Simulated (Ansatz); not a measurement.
# ZnO: the band gap up the ladder of functionals

One table from this session's results is given with a row withheld; the runs are named, their logs left out.

Program: Ansatz 0.2.0. PAW datasets, plane waves. Computed at 0 K without zero-point motion; spin polarisation is off.

## The structure to begin with

The cell was relaxed beforehand with r2SCAN.

Space group P6_3mc (No. 186), hexagonal; conventional cell a = 3.235 Å, c = 5.211 Å, 11.81 Å³ an atom. Zn has 4 O at 1.97–1.98 Å; O has 4 Zn at 1.97–1.98 Å.

Structure file:

```
CELL_PARAMETERS angstrom
3.23535 0.00000 0.00000
-1.61768 2.80190 0.00000
0.00000 0.00000 5.21091
ATOMIC_POSITIONS crystal
Zn 0.33333 0.66667 0.49966
Zn 0.66667 0.33333 0.99966
O 0.66667 0.33333 0.37935
O 0.33333 0.66667 0.87935
```

The first run:

Input file input.yaml:

```yaml
crystal:
  lattice:
    - [3.2353522132, 0.0, 0.0]
    - [-1.6176761066, 2.8018972068, 0.0]
    - [0.0, 0.0, 5.2109131292]
  atoms:
    - { symbol: Zn, position: [0.3333333333, 0.6666666667, 0.4996551084] }
    - { symbol: Zn, position: [0.6666666667, 0.3333333333, -0.0003448916] }
    - { symbol: O, position: [0.6666666667, 0.3333333333, 0.3793548916] }
    - { symbol: O, position: [0.3333333333, 0.6666666667, 0.8793548916] }
kpoints:
  mp_grid: { grid: [12, 12, 6] }
  band_path:
    path:
      - [[0.0, 0.0, 0.0], [0.5, 0.0, 0.0], [0.333333333333, 0.333333333333, 0.0], [0.0, 0.0, 0.0], [0.0, 0.0, 0.5], [0.5, 0.0, 0.5], [0.333333333333, 0.333333333333, 0.5], [0.0, 0.0, 0.5]]
      - [[0.5, 0.0, 0.5], [0.5, 0.0, 0.0]]
      - [[0.333333333333, 0.333333333333, 0.5], [0.333333333333, 0.333333333333, 0.0]]
    npoints: 10
hamiltonian:
  xc: pbe
scf:
  occupations: { method: fermi_dirac, width: 0.02 }
  n_extra_bands: 5
output:
  forces: true
  stress: true
  eigenvalues: true
```

Run with:

```sh
$ ansatz run input.yaml --threads 2 --pin off --max-ram 2211MiB --backend cpu --events-out ev --progress --plain --runs-dir out
```

Among the steps run: PBE bands along the symmetry lines; r2SCAN; Single point with HSE06; PBE0; LDA; Single point with DDH-PBE0; Single point with r2SCANh; r2SCAN0 at the same geometry.

One table of the session follows, with a row left open; its other results are not shown here.

```
   level  gap (eV)
     PBE      0.81
  r2SCAN      1.24
   HSE06         ?
    PBE0      3.22
     LDA      0.74
DDH-PBE0      2.69
 r2SCANh      2.14
 r2SCAN0      3.54
```

Estimate the missing values for HSE06.

**Answer.** gap (eV): 2.53. In the column «gap (eV)» it lies between r2SCANh (2.14) and DDH-PBE0 (2.69).

Meshes: PBE 12×12×6, r2SCAN 12×12×6, HSE06 6×6×4, PBE0 6×6×4, LDA 12×12×6, DDH-PBE0 6×6×4, r2SCANh 6×6×4, r2SCAN0 6×6×4

LDA gives the least gap, 0.74 eV, and r2SCAN0 the largest, 3.54 eV. PBE reaches 32 % of the HSE06 value, and r2SCAN 49 %. PBE0 lies 0.69 eV above HSE06, which differs from it by screening the long-range exchange. The calculation is for fixed nuclei; the measurement holds lattice motion too.

Caveats from the session: Warnings in the runs' records: stress scf threshold loose, stress exchange threshold loose.
